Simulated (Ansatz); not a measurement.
## Electron scattering at the Σ11 (113) boundary in fcc Pt with P (substitutional)

How much does the Σ11 (113) boundary in fcc Pt with P (substitutional) reflect electrons?

Calculated with Ansatz 0.2.0; Ansatz plane-wave DFT, PBE, PAW files; relaxation of a bicrystal slab with its lowest layers held; PAW set soft_1, in the first sound run; inputs show where later runs differ.

## 1. Set-up

The cell holds 17 atoms: 16 Pt and 1 P. Cell: a = 2.773 Å, b = 4.803 Å, c = 29.969 Å, α = 90.0°, β = 90.0°, γ = 73.2°. It derives from Pt. built on the (1 1 3) plane; 1 overlapping atoms removed and the grains opened by 0.05 Å. Vacuum lies along c.

## 2. Relaxing the bicrystal

The boundary is built by mirroring the lower grain in the boundary plane and removing any atoms that overlap; then the P is put in at the boundary. A thin bicrystal slab is relaxed first, with the lowest layers held and the upper grain free to shift and open.

Contents of input.yaml:

```yaml
crystal:
  lattice:
    - [2.7731313745, 0.0, 0.0]
    - [1.3865656872, 4.5987181317, 0.0]
    - [0.0, 0.0, 29.9694750592]
  atoms:
    - { symbol: Pt, position: [0.909090909, 0.1818181818, 0.1668364224] }
    - { symbol: Pt, position: [0.6363636363, 0.7272727273, 0.2062921416] }
    - { symbol: Pt, position: [0.3636363636, 0.2727272727, 0.2457478607] }
    - { symbol: Pt, position: [0.0909090909, 0.8181818182, 0.2852035799] }
    - { symbol: Pt, position: [0.8181818182, 0.3636363636, 0.324659299] }
    - { symbol: Pt, position: [0.5454545454, 0.9090909091, 0.3641150182] }
    - { symbol: Pt, position: [0.2727272727, 0.4545454545, 0.4035707373] }
    - { symbol: P, position: [0.0, 0.0, 0.4430264565] }
    - { symbol: Pt, position: [0.2727272727, 0.4545454545, 0.4841505399] }
    - { symbol: Pt, position: [0.5454545454, 0.9090909091, 0.523606259] }
    - { symbol: Pt, position: [0.8181818182, 0.3636363636, 0.5630619782] }
    - { symbol: Pt, position: [0.0909090909, 0.8181818182, 0.6025176973] }
    - { symbol: Pt, position: [0.3636363636, 0.2727272727, 0.6419734165] }
    - { symbol: Pt, position: [0.6363636363, 0.7272727273, 0.6814291357] }
    - { symbol: Pt, position: [0.909090909, 0.1818181818, 0.7208848548] }
    - { symbol: Pt, position: [0.1818181817, 0.6363636364, 0.760340574] }
    - { symbol: Pt, position: [0.4545454545, 0.0909090909, 0.7997962931] }
kpoints:
  mp_grid: { grid: [9, 9, 1] }
hamiltonian:
  xc: pbe
  pseudopotentials: { kind: paw, azcp: { folder: soft_1 } }
scf:
  occupations: { method: fermi_dirac, width: 0.1 }
relax:
  f_tol: 0.03
  max_steps: 80
  constraints: [{ sites: [0, 1, 2] }]
```

Launch:

```console
ansatz run input.yaml --threads 4 --pin off --max-ram 15360MiB --backend cpu --events-out ev --progress --plain --runs-dir out
```

Numbers of over 12 decimals in the logs are rounded to 6 here.

Output:

```text
Engine: ansatz 0.2.0, aarch64-unknown-linux-gnu
Pseudopotentials: kind: paw
Pseudopotential: Pt, paw, valence charge 18, recommended cutoff 420 eV (normal), soft_1/Pt.paw.azcp
Pseudopotential: P, paw, valence charge 5, recommended cutoff 420 eV (normal), soft_1/P.paw.azcp
Functional definition: PBE
  parameter kappa = 0.804
  parameter beta = 0.066725
  exchange = pbe_x(kappa = kappa, mu = beta*pi^2/3)
  correlation = pbe_c(beta = beta)
Crystal: 17 atoms, lattice volume = 382.196 Å³
Basis set: ecut = 420 eV, 7451 PW (Γ), exchange–correlation on 40×72×432 points (8 copies of the dense FFT grid, shifted against one another)
Bands: 176, of which v1, the nominal top of the filled ones, is band 147 counted from 1 (146 counted from 0)
Symmetry: 2 space group operations
Space group: Cm (ITA 8), of the structure as read, at distance tolerance 7.3e-5 Å
k-points: 25 of 81 (time reversal used)
Non-local potential: Pt, projectors of the file, l = 0: 3, l = 1: 2, l = 2: 2, l = 3: 1
Non-local potential: P, projectors of the file, l = 0: 2, l = 1: 2, l = 2: 1
PAW form: soft (Blöchl's): semilocal exchange-correlation on the pseudo side does not see the compensation charge
PAW one-centre angular grid: Pt, 590 points (default); XC on 64 Gauss nodes
PAW one-centre angular grid: P, 110 points (default); XC on 64 Gauss nodes
Initial density: superposition of atomic densities (neutral atoms: chi_scale 0, normalization atom)
Initial wavefunctions: pseudopotential atomic-orbital guess
Functional: x = pbe(κ = 0.804, μ = 0.219515), c = pbe(β = 0.066725)
SCF iter   1: F=—  HF=-201152.628124 eV  |F-HF|=—  |Δ(HF+E_count)|=         —  Δρ=7.12e-2  dr2=3.48e1  ethr=3.10e-3  ⟨swp⟩=6.1  Hψ=16806  notcnv=0  defer=94
preconditioner: auto → LDOS  [metal: Δε(μ)=0.002 eV  Ē_g=7.578 eV  σ=0.100 eV  W_gap=0.00  n_scr=110 (ndim 8)  ℏωp=24.4 eV  f_vac=0.293  D(μ)=24.05/eV (n_scr^D=272)  β→1.0]
SCF iter   2: F=—  HF=-201151.796577 eV  |F-HF|=—  |Δ(HF+E_count)|=   8.32e-1  Δρ=5.97e-2  dr2=1.41e1  ethr=3.10e-3  ⟨swp⟩=3.0  Hψ=10677  notcnv=0  defer=263
SCF iter   3: F=—  HF=-201147.437738 eV  |F-HF|=—  |Δ(HF+E_count)|=    4.36e0  Δρ=1.20e-2  dr2=1.28e0  ethr=3.10e-3  ⟨swp⟩=2.0  Hψ=8336  notcnv=0  defer=315
SCF iter   4: F=—  HF=-201147.261456 eV  |F-HF|=—  |Δ(HF+E_count)|=   1.76e-1  Δρ=2.61e-3  dr2=1.47e-1  ethr=4.36e-4  ⟨swp⟩=2.8  Hψ=7873  notcnv=0  defer=303
SCF iter   5: F=—  HF=-201147.250179 eV  |F-HF|=—  |Δ(HF+E_count)|=   1.13e-2  Δρ=1.36e-3  dr2=2.05e-2  ethr=5.02e-5  ⟨swp⟩=2.1  Hψ=6056  notcnv=0  defer=303
SCF iter   6: F=—  HF=-201147.250141 eV  |F-HF|=—  |Δ(HF+E_count)|=   3.88e-5  Δρ=5.88e-4  dr2=3.56e-3  ethr=7.00e-6  ⟨swp⟩=2.2  Hψ=6174  notcnv=0  defer=303
SCF iter   7: F=—  HF=-201147.249761 eV  |F-HF|=—  |Δ(HF+E_count)|=   3.80e-4  Δρ=3.15e-4  dr2=9.19e-4  ethr=1.21e-6  ⟨swp⟩=2.0  Hψ=6101  notcnv=0  defer=303
SCF iter   8: F=—  HF=-201147.249716 eV  |F-HF|=—  |Δ(HF+E_count)|=   4.50e-5  Δρ=1.26e-4  dr2=1.68e-4  ethr=3.14e-7  ⟨swp⟩=2.0  Hψ=6111  notcnv=0  defer=303
SCF iter   9: F=—  HF=-201147.249695 eV  |F-HF|=—  |Δ(HF+E_count)|=   2.15e-5  Δρ=5.12e-5  dr2=3.13e-5  ethr=5.72e-8  ⟨swp⟩=2.0  Hψ=6215  notcnv=0  defer=303
SCF iter  10: F=-201147.249687 eV  HF=-201147.249693 eV  |F-HF|=5.31e-6  |Δ(HF+E_count)|=   2.06e-6  Δρ=2.49e-5  dr2=6.41e-6  ethr=7.68e-9  ⟨swp⟩=4.0  Hψ=13828  notcnv=0
SCF 1 converged in 10 iterations: F = -201147.249687 eV  dr2 = 6.41e-6
  greatest PAW one-centre occupation: 1.000 electrons in one spin orbital (limit 2), on the Pt atom at site 6 (counted from 0), in its partial waves of l = 0
relax step   1: F+E_penalty+E_count = -201147.24968727 eV  Δ(F+E_penalty+E_count) = +0.000e0 eV  max|allowed force component| = 2.479e0 eV/Å  Δτ_max = 0.0000 Å  (10 SCF iters, dr2 threshold 2.25e-5 eV, accepted)
Initial density: handed on by an earlier stage of this run
Initial wavefunctions: those handed on with the density
iter 1 solved again at ethr=3.13e-4 eV; its pass at ethr=3.10e-3 eV (dr2=9.17e-1 eV) is discarded
SCF iter   1: F=—  HF=-201147.686123 eV  |F-HF|=—  |Δ(HF+E_count)|=         —  Δρ=1.08e-2  dr2=8.77e-1  ethr=3.13e-4  ⟨swp⟩=1.9  Hψ=15301  notcnv=0  defer=285
preconditioner: auto → LDOS  [metal: Δε(μ)=0.005 eV  Ē_g=7.673 eV  σ=0.100 eV  W_gap=0.01  n_scr=110 (ndim 8)  ℏωp=24.4 eV  f_vac=0.290  D(μ)=25.30/eV (n_scr^D=296)  β→1.0]
SCF iter   2: F=—  HF=-201147.661378 eV  |F-HF|=—  |Δ(HF+E_count)|=   2.47e-2  Δρ=3.70e-3  dr2=8.90e-2  ethr=2.99e-4  ⟨swp⟩=2.0  Hψ=6808  notcnv=0  defer=285
SCF iter   3: F=—  HF=-201147.643918 eV  |F-HF|=—  |Δ(HF+E_count)|=   1.75e-2  Δρ=1.60e-3  dr2=4.03e-2  ethr=3.04e-5  ⟨swp⟩=2.7  Hψ=7633  notcnv=0  defer=285
SCF iter   4: F=—  HF=-201147.639008 eV  |F-HF|=—  |Δ(HF+E_count)|=   4.91e-3  Δρ=7.24e-4  dr2=6.29e-3  ethr=1.38e-5  ⟨swp⟩=2.0  Hψ=6256  notcnv=0  defer=294
SCF iter   5: F=—  HF=-201147.638540 eV  |F-HF|=—  |Δ(HF+E_count)|=   4.67e-4  Δρ=2.78e-4  dr2=1.09e-3  ethr=2.15e-6  ⟨swp⟩=2.2  Hψ=6395  notcnv=0  defer=294
SCF iter   6: F=—  HF=-201147.638451 eV  |F-HF|=—  |Δ(HF+E_count)|=   8.90e-5  Δρ=1.19e-4  dr2=1.46e-4  ethr=3.73e-7  ⟨swp⟩=2.0  Hψ=6180  notcnv=0  defer=294
SCF iter   7: F=-201147.638413 eV  HF=-201147.638439 eV  |F-HF|=2.70e-5  |Δ(HF+E_count)|=   1.17e-5  Δρ=4.78e-5  dr2=2.94e-5  ethr=3.41e-8  ⟨swp⟩=3.0  Hψ=16218  notcnv=0
SCF 2 converged in 7 iterations: F = -201147.638413 eV  dr2 = 2.94e-5
  greatest PAW one-centre occupation: 1.000 electrons in one spin orbital (limit 2), on the Pt atom at site 4 (counted from 0), in its partial waves of l = 0
relax step   2: F+E_penalty+E_count = -201147.63841250 eV  Δ(F+E_penalty+E_count) = -3.887e-1 eV  max|allowed force component| = 6.908e-1 eV/Å  Δτ_max = 0.1956 Å  (7 SCF iters, dr2 threshold 1.00e-4 eV, accepted)
iter 1 solved again at ethr=2.18e-4 eV; its pass at ethr=3.10e-3 eV (dr2=6.39e-1 eV) is discarded
SCF iter   1: F=—  HF=-201147.885922 eV  |F-HF|=—  |Δ(HF+E_count)|=         —  Δρ=1.40e-2  dr2=6.34e-1  ethr=2.18e-4  ⟨swp⟩=1.9  Hψ=17298  notcnv=0  defer=274
preconditioner: auto → LDOS  [metal: Δε(μ)=0.004 eV  Ē_g=7.595 eV  σ=0.100 eV  W_gap=0.01  n_scr=110 (ndim 8)  ℏωp=24.4 eV  f_vac=0.284  D(μ)=25.29/eV (n_scr^D=296)  β→1.0]
SCF iter   2: F=—  HF=-201147.844877 eV  |F-HF|=—  |Δ(HF+E_count)|=   4.10e-2  Δρ=5.75e-3  dr2=2.98e-1  ethr=2.16e-4  ⟨swp⟩=2.0  Hψ=7463  notcnv=0  defer=274
SCF iter   3: F=—  HF=-201147.784220 eV  |F-HF|=—  |Δ(HF+E_count)|=   6.07e-2  Δρ=2.01e-3  dr2=2.68e-2  ethr=1.02e-4  ⟨swp⟩=2.6  Hψ=7241  notcnv=0  defer=274
SCF iter   4: F=—  HF=-201147.780248 eV  |F-HF|=—  |Δ(HF+E_count)|=   3.97e-3  Δρ=6.00e-4  dr2=7.64e-3  ethr=9.13e-6  ⟨swp⟩=3.0  Hψ=8217  notcnv=0  defer=310
[...]
relax step   4: F+E_penalty+E_count = -201147.93519420 eV  Δ(F+E_penalty+E_count) = -1.556e-1 eV  max|allowed force component| = 5.531e-1 eV/Å  Δτ_max = 0.1948 Å  (8 SCF iters, dr2 threshold 8.56e-6 eV, accepted)
relax step   5: F+E_penalty+E_count = -201148.07451312 eV  Δ(F+E_penalty+E_count) = -1.393e-1 eV  max|allowed force component| = 5.383e-1 eV/Å  Δτ_max = 0.1986 Å  (7 SCF iters, dr2 threshold 7.07e-5 eV, accepted)
relax step   6: F+E_penalty+E_count = -201148.19592711 eV  Δ(F+E_penalty+E_count) = -1.214e-1 eV  max|allowed force component| = 2.898e-1 eV/Å  Δτ_max = 0.1947 Å  (7 SCF iters, dr2 threshold 1.00e-4 eV, accepted)
relax step   7: F+E_penalty+E_count = -201148.30913764 eV  Δ(F+E_penalty+E_count) = -1.132e-1 eV  max|allowed force component| = 2.045e-1 eV/Å  Δτ_max = 0.2000 Å  (8 SCF iters, dr2 threshold 2.43e-5 eV, accepted)
relax step   8: F+E_penalty+E_count = -201148.41811995 eV  Δ(F+E_penalty+E_count) = -1.090e-1 eV  max|allowed force component| = 3.438e-1 eV/Å  Δτ_max = 0.1950 Å  (8 SCF iters, dr2 threshold 1.21e-5 eV, accepted)
relax step   9: F+E_penalty+E_count = -201148.53376125 eV  Δ(F+E_penalty+E_count) = -1.156e-1 eV  max|allowed force component| = 4.515e-1 eV/Å  Δτ_max = 0.1954 Å  (7 SCF iters, dr2 threshold 5.89e-5 eV, accepted)
relax step  10: F+E_penalty+E_count = -201148.64178570 eV  Δ(F+E_penalty+E_count) = -1.080e-1 eV  max|allowed force component| = 2.263e-1 eV/Å  Δτ_max = 0.1908 Å  (6 SCF iters, dr2 threshold 1.00e-4 eV, accepted)
relax step  11: F+E_penalty+E_count = -201148.71145635 eV  Δ(F+E_penalty+E_count) = -6.967e-2 eV  max|allowed force component| = 1.451e-1 eV/Å  Δτ_max = 0.1989 Å  (8 SCF iters, dr2 threshold 1.29e-5 eV, accepted)
relax step  12: F+E_penalty+E_count = -201148.76795632 eV  Δ(F+E_penalty+E_count) = -5.650e-2 eV  max|allowed force component| = 9.302e-2 eV/Å  Δτ_max = 0.1921 Å  (8 SCF iters, dr2 threshold 5.29e-6 eV, accepted)
relax step  13: F+E_penalty+E_count = -201148.82455270 eV  Δ(F+E_penalty+E_count) = -5.660e-2 eV  max|allowed force component| = 2.061e-1 eV/Å  Δτ_max = 0.1958 Å  (8 SCF iters, dr2 threshold 3.56e-6 eV, accepted)
relax step  14: F+E_penalty+E_count = -201148.85890610 eV  Δ(F+E_penalty+E_count) = -3.435e-2 eV  max|allowed force component| = 5.208e-1 eV/Å  Δτ_max = 0.1919 Å  (7 SCF iters, dr2 threshold 1.75e-5 eV, accepted)
relax step  15: F+E_penalty+E_count = -201148.89604503 eV  Δ(F+E_penalty+E_count) = -3.714e-2 eV  max|allowed force component| = 2.059e-1 eV/Å  Δτ_max = 0.1906 Å  (6 SCF iters, dr2 threshold 1.00e-4 eV, accepted)
relax step  16: F+E_penalty+E_count = -201148.89813459 eV  Δ(F+E_penalty+E_count) = -2.090e-3 eV  max|allowed force component| = 2.176e-1 eV/Å  Δτ_max = 0.0992 Å  (8 SCF iters, dr2 threshold 6.63e-6 eV, accepted)
relax step  17: F+E_penalty+E_count = -201148.90967554 eV  Δ(F+E_penalty+E_count) = -1.154e-2 eV  max|allowed force component| = 2.793e-2 eV/Å  Δτ_max = 0.0565 Å  (7 SCF iters, dr2 threshold 7.40e-6 eV, accepted)
relax step  18: F+E_penalty+E_count = -201148.90967643 eV  Δ(F+E_penalty+E_count) = -8.863e-7 eV  max|allowed force component| = 2.800e-2 eV/Å  Δτ_max = 0.0000 Å  (4 SCF iters, accepted)
relax step  19: F+E_penalty+E_count = -201148.91025019 eV  Δ(F+E_penalty+E_count) = -5.738e-4 eV  max|allowed force component| = 6.613e-2 eV/Å  Δτ_max = 0.0515 Å  (9 SCF iters, accepted)
relax step  20: F+E_penalty+E_count = -201148.91065019 eV  Δ(F+E_penalty+E_count) = -4.000e-4 eV  max|allowed force component| = 2.437e-2 eV/Å  Δτ_max = 0.0120 Å  (5 SCF iters, dr2 threshold 4.37e-6 eV, accepted)
iter 1 solved again at ethr=5.70e-10 eV; its pass at ethr=3.10e-3 eV (dr2=1.67e-6 eV) is discarded
SCF iter   1: F=—  HF=-201148.910658 eV  |F-HF|=—  |Δ(HF+E_count)|=         —  Δρ=1.23e-5  dr2=1.66e-6  ethr=5.70e-10  ⟨swp⟩=1.5  Hψ=10405  notcnv=0  defer=299
preconditioner: auto → LDOS  [metal: Δε(μ)=0.003 eV  Ē_g=7.637 eV  σ=0.100 eV  W_gap=0.01  n_scr=110 (ndim 8)  ℏωp=24.4 eV  f_vac=0.273  D(μ)=24.02/eV (n_scr^D=272)  β→1.0]
SCF iter   2: F=—  HF=-201148.910652 eV  |F-HF|=—  |Δ(HF+E_count)|=   6.29e-6  Δρ=8.78e-6  dr2=6.97e-7  ethr=5.67e-10  ⟨swp⟩=2.1  Hψ=7211  notcnv=0  defer=299
SCF iter   3: F=—  HF=-201148.910652 eV  |F-HF|=—  |Δ(HF+E_count)|=   1.33e-7  Δρ=4.50e-6  dr2=2.45e-7  ethr=2.38e-10  ⟨swp⟩=2.0  Hψ=7413  notcnv=0  defer=299
SCF iter   4: F=-201148.910652 eV  HF=-201148.910652 eV  |F-HF|=4.33e-8  |Δ(HF+E_count)|=   3.06e-8  Δρ=2.26e-6  dr2=5.41e-8  ethr=3.41e-11  ⟨swp⟩=5.0  Hψ=14894  notcnv=0
SCF 21 converged in 4 iterations: F = -201148.910652 eV  dr2 = 5.41e-8
relax step  21: F+E_penalty+E_count = -201148.91065153 eV  Δ(F+E_penalty+E_count) = -1.340e-6 eV  max|allowed force component| = 2.429e-2 eV/Å  Δτ_max = 0.0000 Å  (4 SCF iters, accepted)
SCF converged after 4 iterations
Free energy (F): -201148.910652 eV
Harris-Foulkes:  -201148.910652 eV  (|F-HF|=4.33e-8)
Internal energy: -201148.136497 eV  (E = F + TS)
E sigma→0 (E₀):  -201148.523574 eV
Entropy (-TS):   -0.774154 eV (-45.538 meV/atom)
Fermi energy:    13.326087 eV
--- Per-component energies (eV) ---
  E_band       = -4854.982525
  E_kinetic    = 9612.781451
  E_local      = -280185.242365  (includes V_loc(G=0)·N_el)
  E_nonlocal   = 3292.441139
  E_hartree    = 135953.433324
  E_xc         = -3783.863757
  E_vxc        = -4394.319132  (∫ρ·V_xc dr)
  E_paw        = -152299.312253  (= ΣΔE_a)
  E_vpaw       = -5087.573811  (= ΣTr[D̂ρ^β])
  E_aug_tail   = 0.018028  (compensation charges beyond the density's cutoff)
  E_ewald      = 86261.607935
  E_smearing   = -0.774154  (= −TS)
  E_closure    = -0.000000  (closes the sum)
  Σ components = -201148.910652   (vs F -201148.910652, Δ=0.00e0)
--- Forces (eV/Å), atoms counted from 1 ---
  atom   1  Pt    -0.00000000     0.00029054     0.52193661
  atom   2  Pt     0.00000000    -0.17251674    -0.71159013
  atom   3  Pt    -0.00000000     0.16992254     0.17619720
  atom   4  Pt     0.00000000    -0.00109180     0.00572655
  atom   5  Pt    -0.00000000     0.01066765     0.00450486
  atom   6  Pt     0.00000000    -0.00710826     0.01466256
  atom   7  Pt    -0.00000000     0.00974435    -0.00472178
  atom   8  P      0.00000000    -0.01608128    -0.02428826
  atom   9  Pt    -0.00000000     0.00526642     0.02032119
  atom  10  Pt     0.00000000    -0.00039713    -0.00622803
  atom  11  Pt    -0.00000000     0.00169340    -0.00016445
  atom  12  Pt     0.00000000    -0.00000040     0.00091762
  atom  13  Pt     0.00000000    -0.00033560    -0.00110150
  atom  14  Pt     0.00000000    -0.00023180     0.00284347
  atom  15  Pt    -0.00000000     0.00112733    -0.00499716
  atom  16  Pt    -0.00000000     0.00025642     0.00024771
  atom  17  Pt     0.00000000    -0.00126080     0.00574929
  max |Σ_I F_I| component: 5.52e-5 eV/Å
--- Relaxed structure (21 steps of the walk, 21 accepted, 0 SCFs on fresh bases) ---
  F+E_penalty+E_count = -201148.91065153 eV   max|allowed force component| = 2.429e-2 eV/Å
  atoms:
    - { symbol: Pt, position: [0.9090909091, 0.181818, 0.166836] }
    - { symbol: Pt, position: [0.63636363635, 0.727273, 0.206292] }
    - { symbol: Pt, position: [0.363636, 0.272727, 0.245748] }
    - { symbol: Pt, position: [0.089114, 0.821771, 0.288635] }
    - { symbol: Pt, position: [0.816396, 0.367208, 0.327401] }
    - { symbol: Pt, position: [0.541000, 0.917999, 0.371178] }
    - { symbol: Pt, position: [0.278369, 0.443261, 0.415634] }
    - { symbol: P, position: [0.041657, -0.083314, 0.437598] }
    - { symbol: Pt, position: [0.446130, 0.107739, 0.493060] }
    - { symbol: Pt, position: [0.715920, 0.568161, 0.536522] }
    - { symbol: Pt, position: [0.987673, 0.024654, 0.576788] }
    - { symbol: Pt, position: [0.260717, 0.478567, 0.617978] }
    - { symbol: Pt, position: [0.533023, -0.066046, 0.658700] }
    - { symbol: Pt, position: [0.805446, 0.389109, 0.699585] }
    - { symbol: Pt, position: [1.078125, -0.156250, 0.739118] }
    - { symbol: Pt, position: [0.361616, 0.276769, 0.784733] }
    - { symbol: Pt, position: [0.633181, -0.266363, 0.816340] }
```

Run time: 18 min. Hardware: 4 threads of Arm Neoverse V1, shared host; peak memory 2.2 GiB; 71 min of CPU time.

The steps of the relaxation:

| step | energy less that of the first step (eV) | largest force component (eV/Å) |
| --- | --- | --- |
| 1 | 0.0000 | 2.4787 |
| 2 | -0.3887 | 0.6908 |
| 3 | -0.5299 | 0.3321 |
| 4 | -0.6855 | 0.5531 |
| 5 | -0.8248 | 0.5383 |
| 6 | -0.9462 | 0.2898 |
| 7 | -1.0595 | 0.2045 |
| 8 | -1.1684 | 0.3438 |
| 9 | -1.2841 | 0.4515 |
| 10 | -1.3921 | 0.2263 |
| 11 | -1.4618 | 0.1451 |
| 12 | -1.5183 | 0.0930 |
| 13 | -1.5749 | 0.2061 |
| 14 | -1.6092 | 0.5208 |
| 15 | -1.6464 | 0.2059 |
| 16 | -1.6484 | 0.2176 |
| 17 | -1.6600 | 0.0279 |
| 18 | -1.6600 | 0.0280 |
| 19 | -1.6606 | 0.0661 |
| 20 | -1.6610 | 0.0244 |
| 21 | -1.6610 | 0.0243 |

The run keeps the 2 symmetry operations that it works with, so distortions that break them were not tested.

The atoms that moved most (Å):

| atom | dx | dy | dz | length |
| --- | --- | --- | --- | --- |
| Pt16 | 0.000 | -1.654 | 0.731 | 1.808 |
| Pt17 | 0.000 | -1.643 | 0.496 | 1.716 |
| Pt15 | 0.000 | -1.555 | 0.546 | 1.648 |
| Pt14 | 0.000 | -1.555 | 0.544 | 1.648 |
| Pt13 | 0.000 | -1.558 | 0.501 | 1.637 |
| Pt12 | 0.000 | -1.562 | 0.463 | 1.629 |
| Pt9 | 0.000 | -1.595 | 0.267 | 1.617 |
| Pt10 | 0.000 | -1.568 | 0.387 | 1.615 |

This step gave:

| Item | Value |
| --- | --- |
| free energy | -201148.9107 eV |
| energy at zero smearing | -201148.5236 eV |
| Fermi energy | 13.33 eV |

The largest force component on a free atom ends at 0.024 eV/Å, under the tolerance of 0.03, after 21 steps.

[end of part 1 of 2]

[Logs are printed without paths, hosts, clocks, repeated set-up lines and the standing remarks that a program may print on its own settings, such as how far it seeks lower states.]

[Hosts, paths, dates, database ids (printed as entryN), source tags and the programs' standing remarks are cut or masked in the printed files.]
